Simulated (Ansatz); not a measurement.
## A series in volume scale on Bi2Te3

Periodic Kohn-Sham DFT of a crystal at fixed atoms, scaled to volume_scale times the given cell; pressure positive in compression, energy less spherical unpolarised free atoms, largest_vzz the field gradient of largest size among the nuclei. The results are calculated, by Ansatz 0.2.0.

The cell before it is scaled or strained (space group R-3m, No. 166):
```
Bi2Te3
1.0
      2.1930     1.2661    10.1657
     -2.1930     1.2661    10.1657
      0.0000    -2.5323    10.1657
Bi Te
2 3
Direct
  0.40000 0.40000 0.40000
  0.60000 0.60000 0.60000
  0.00000 0.00000 0.00000
  0.20950 0.20950 0.20950
  0.79050 0.79050 0.79050
```

Settings of every row: method all-electron PAW; functional PBE; relativity scalar; k mesh 7x7x7; filling fermi-dirac; smearing width 0.08 eV; nucleus gaussian.

Atom start moment: 0 on all atoms.

Limits: a layered crystal: even scaling strains the bonds within the layers, so this curve is stiffer than the crystal under pressure; field gradient without spin-orbit coupling on heavy atoms; no spin-orbit coupling on heavy atoms; small gap, it may come from the mesh.

| row | volume scale | V (Å³/atom) | largest V_zz (1e21 V/m^2) | pressure (GPa) |
| --- | --- | --- | --- | --- |
| 1 | 0.94 | 31.839 | 9.853 | 5.839 |
| 2 | 0.96 | 32.517 | 9.855 | 4.388 |
| 3 | 0.98 | 33.194 | ? | ? |
| 4 | 0.99 | 33.533 | 9.85 | 2.486 |
| 5 | 1 | 33.871 | 9.847 | 1.917 |
| 6 | 1.01 | 34.21 | 9.842 | 1.378 |
| 7 | 1.02 | 34.549 | 9.836 | 0.868 |
| 8 | 1.04 | 35.227 | 9.823 | -0.075 |
| 9 | 1.06 | 35.904 | 9.806 | -0.921 |

Question: what largest V_zz and pressure should row 3 give?

Worked fit of largest V_zz. Take t = volume scale − 1. The shown rows have t = -0.06, -0.04, -0.01, 0, 0.01, 0.02, 0.04, 0.06. Least squares give largest V_zz = 9.8465 − 0.396 × t − 4.72 × t² 1e21 V/m^2; a straight line predicts inner rows, each left out in turn, worse (root mean square 0.0056 against 0.00048 1e21 V/m^2). The rows lie off it by 0.000, 0.000, 0.000, 0.000, 0.000, -0.001, 0.000, 0.000. The withheld row has t = -0.02, so the fit gives 9.8465 − 0.396 × (-0.02) − 4.72 × (-0.02)² = 9.853 1e21 V/m^2.

The calculation gave 9.853 1e21 V/m^2. The fit meets it to the printed digit.

Worked fit of pressure. Take u = (V_r/V)^(2/3) − 1 with V_r = 34.041 Å³ an atom, which is twice the finite (Eulerian) strain; such expansions in the strain, on which the Birch-Murnaghan equation of state is built, carry the rest volume and the bulk modulus. The shown rows have u = 0.04559, 0.03101, 0.01007, 0.00334, -0.0033, -0.00983, -0.02257, -0.0349. Least squares give pressure = 1.644 + 81.229 × u + 228.15 × u² + 186 × u³ GPa; a parabola predicts inner rows, each left out in turn, worse (root mean square 0.0029 against 0.00079 GPa). The rows lie off it by 0.000, 0.000, 0.001, -0.001, 0.000, 0.001, 0.000, 0.000. The pressure vanishes at u = -0.0215, or V = 35.17 Å³ an atom, and there the bulk modulus at fixed shape and fractions is B = −V dP/dV = (2/3)(1 + u) dP/du = 46.8 GPa. Letting shape and atoms relax would as a rule lower it, by much in layered, chain or molecular crystals. The withheld row has u = 0.01694, so the fit gives 1.644 + 81.229 × (0.01694) + 228.15 × (0.01694)² + 186 × (0.01694)³ = 3.086 GPa.

The calculation gave 3.086 GPa. The fit meets it to the printed digit.
